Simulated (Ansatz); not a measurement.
Debugging a phonon calculation by finite displacements of TiS₂, space group P-3m1 (Ansatz's Python interface).

The script, `phonons_tis2.py`:
```python
"""Phonons of TiS2 by finite displacements."""

from pathlib import Path
import warnings

import ansatz as az
import numpy as np
from pymatgen.core import Lattice, Structure
from pymatgen.io.ase import AseAtomsAdaptor

warnings.simplefilter("ignore", az.DeckWarning)

pmg_structure = Structure(
    Lattice([[3.412, 0.0, 0.0], [-1.706, 2.95488, 0.0], [0.0, 0.0, 5.695]]),
    ["Ti", "S", "S"],
    [
        [0.0, 0.0, 0.0],
        [1 / 3, 2 / 3, 0.25],
        [2 / 3, 1 / 3, 0.75],
    ],
)
system = az.Crystal.from_ase(AseAtomsAdaptor.get_atoms(pmg_structure))

# the cell itself: zone-centre modes alone
model = (
    system.calculation()
    .functional("PBE")
    .occupations("fixed")  # no smearing
    .pseudopotentials("paw")
    .kpoints(6, 6, 3)
    .phonons("fd", supercell=1, amplitude=0.03)
)
done = model.run(threads=1, backend="cpu", runs_dir="phonon_runs")
folder = Path(done.output_folder) / "results"
ph = done.phonons

for mode, w in enumerate(ph.gamma_omega_inv_cm, start=1):
    print(f"Gamma mode {mode:2d}: {w:8.1f} 1/cm  {w / 33.35641:7.3f} THz")
print(f"{ph.n_members} displaced supercells, sum-rule residual {ph.asr_residual_pre_ev_ang2:.1e} eV/A^2")
optical = np.sort(ph.gamma_omega_inv_cm)
print("imaginary modes at Gamma:", int((optical < -10).sum()), "- highest mode", round(float(optical[-1]), 1), "1/cm")
```

```console
$ python phonons_tis2.py
RunWarning: iter 2: σ=0 fill of 12 bands saw a band overlap (occupied 7.9220 eV > unoccupied 7.6813 eV) — on an unconverged iterate often a transient of an unconverged empty band; one that stands at the close is told there (band_overlap_at_count); if the run fails to converge, the spectrum is likely genuinely metallic at σ=0 — use a smearing of finite width or the tetrahedron method (which not every kind of run takes: see the entry of scf.occupations.method in the input reference), with at [...]
RunWarning: the bands overlap at the fill by count (12 filled at each k-point of a channel): the highest filled level, 7.886363 eV at k-index 0, stands 0.0513 eV over the lowest empty one, 7.835025 eV at k-index 9, so that a fill of the lowest levels lies lower and no gap is reported. A metal, or a carrier in a host's bands, wants a smearing of finite width or the tetrahedron method (`scf.occupations.method`). A defect's level that its images broaden is meant whole, and this fill is then the right one; a shifted mesh or single k-points narrow the overlap
RunWarning: the harmonic batch is taken at displacements of 0.015 Å and a dr2 threshold of 1.0e-9 eV from here on, in place of the typed 0.03 Å and 1.0e-9 eV, a step that its levels, its solves or its constants may not bear out (scf.occupations.method, Limitations); of what is allowed (1 % of a squared frequency or a pattern's product, and what the solves leave) the two part by 9.43
RunWarning: on the 21×21×11 q-mesh 946 entries of the irreducible table, 2.000e0 modes per cell, the lowest at -183.85 cm⁻¹, stand at or below zero and are read as no rigid motion or as one in doubt: the zero-point energy, F, S and C_V leave that weight out. The structure may be unstable at those wave vectors; or the force constants reach too short, and between the wave vectors that fix them their interpolation takes a soft branch below zero: a larger extent of the force constants (supercell or [...]
Gamma mode  1:   -183.8 1/cm   -5.512 THz
Gamma mode  2:   -183.8 1/cm   -5.512 THz
Gamma mode  3:      0.0 1/cm    0.000 THz
Gamma mode  4:      0.0 1/cm    0.000 THz
Gamma mode  5:      0.0 1/cm    0.000 THz
Gamma mode  6:    235.0 1/cm    7.046 THz
Gamma mode  7:    235.0 1/cm    7.046 THz
Gamma mode  8:    327.9 1/cm    9.830 THz
Gamma mode  9:    354.1 1/cm   10.617 THz
3 displaced supercells, sum-rule residual 6.2e-03 eV/A^2
imaginary modes at Gamma: 2 - highest mode 354.1 1/cm
```
(Warnings from the package without file and line, shortened, repeats left out.)

No error stopped it. What is wrong with the input all the same?

The fault: fixed occupations, though the bands overlap at this level of theory. The correction:

```diff
--- before
+++ after
@@ -27,3 +27,3 @@
     .functional("PBE")
-    .occupations("fixed")  # no smearing
+    .occupations("fermi_dirac", width=0.1)  # the run then minimises F = E - TS
     .pseudopotentials("paw")
```

The mended script runs so:

Output of `python phonons_tis2.py`:
```text
RunWarning: the harmonic batch is taken at displacements of 0.015 Å and a dr2 threshold of 1.0e-9 eV from here on, in place of the typed 0.03 Å and 1.0e-9 eV, a step that its levels, its solves or [...]
Gamma mode  1:      0.0 1/cm    0.000 THz
Gamma mode  2:      0.0 1/cm    0.000 THz
Gamma mode  3:      0.0 1/cm    0.000 THz
Gamma mode  4:    111.3 1/cm    3.337 THz
Gamma mode  5:    111.3 1/cm    3.337 THz
Gamma mode  6:    231.8 1/cm    6.949 THz
Gamma mode  7:    231.8 1/cm    6.949 THz
Gamma mode  8:    324.0 1/cm    9.713 THz
Gamma mode  9:    358.4 1/cm   10.746 THz
3 displaced supercells, sum-rule residual 9.6e-04 eV/A^2
imaginary modes at Gamma: 0 - highest mode 358.4 1/cm
```
(Warnings from the package without file and line, shortened.)

Notes:
- Spin is left out of this run.
- The cell isn't relaxed first, so the values belong to this volume.
- The gap on the mesh is very small: a semilocal functional closes or nearly closes the gap of many narrow semiconductors.
- No non-analytic term is added, so at the zone centre the longitudinal optical modes of a polar crystal aren't split off.
- The structure is a deposited one; some such entries were measured under pressure or heat, so a shift against it needn't be the functional's error alone.
- The structure is taken as given and the supercell is small; imaginary modes can come from an unrelaxed or unstable start.
- The script silences the warnings on its input, which a real study should read.
- Finished in 40 s on 1 thread of Intel(R) Xeon(R) Platinum 8375C CPU @ 2.90GHz (Ice Lake), on a shared host, peak memory 0.52 GiB.

(Lines on the test bed's own set-up are left out of the output.)
